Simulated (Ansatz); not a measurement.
## MoSe2 under changes of volume

One of the cells (20.129 Å³/atom); the others are scaled copies at fixed shape and fractional positions:

```xyz
6
Lattice="3.2880 0.0000 0.0000 -1.6440 2.8475 0.0000 0.0000 0.0000 12.9000" Properties=species:S:1:pos:R:3 pbc="T T T"
Mo    1.6440    0.9492    9.6750
Mo    0.0000    1.8983    3.2250
Se    1.6440    0.9492    4.8375
Se    0.0000    1.8983   11.2875
Se    1.6440    0.9492    1.6125
Se    0.0000    1.8983    8.0625
```

| Property | Result |
| --- | --- |
| Program | Ansatz 0.2.0 |
| Functional | PBE |
| Dispersion | D3(BJ) |
| Potentials or basis | Ansatz PAW |
| Cutoff | 420 eV (not typed: the program's choice for these potentials) |
| k mesh | 9 × 9 × 2 |
| Occupations | fermi-dirac, width 0.05 eV |
| Spin | no spin polarisation |

```csv
volume (Å³/atom),energy over the lowest point (meV/atom),pressure (GPa),largest force (eV/Å)
18.922,?,?,?
19.324,44.75,10.6,1.860
19.727,22.37,7.3,1.466
20.129,7.97,4.2,1.101
20.532,0.76,1.5,0.763
20.935,0.00,-0.9,0.450
21.337,5.06,-3.1,0.159
```

Question: What does the run at 18.922 Å³/atom give?

Answer: Energy over the lowest point 76.01 meV/atom; pressure 14.3 GPa; largest force 2.285 eV/Å.

Worked out: A Birch-Murnaghan fit of order 3 (a polynomial in V^(-2/3)) to the other rows has its minimum at 20.78 Å³/atom with B0 = V·E''(V) = 124 GPa and B' = 4.4 at fixed shape and positions, which overstates the stiffness. It gives 75.94 meV/atom at 18.922 Å³/atom, against the run's 76.01, and -dE/dV = 14.3 GPa, against 14.3.

Energies are extrapolated to zero smearing.

Caveats: the cell's inner coordinates are idealised or old, which leaves forces on the atoms.
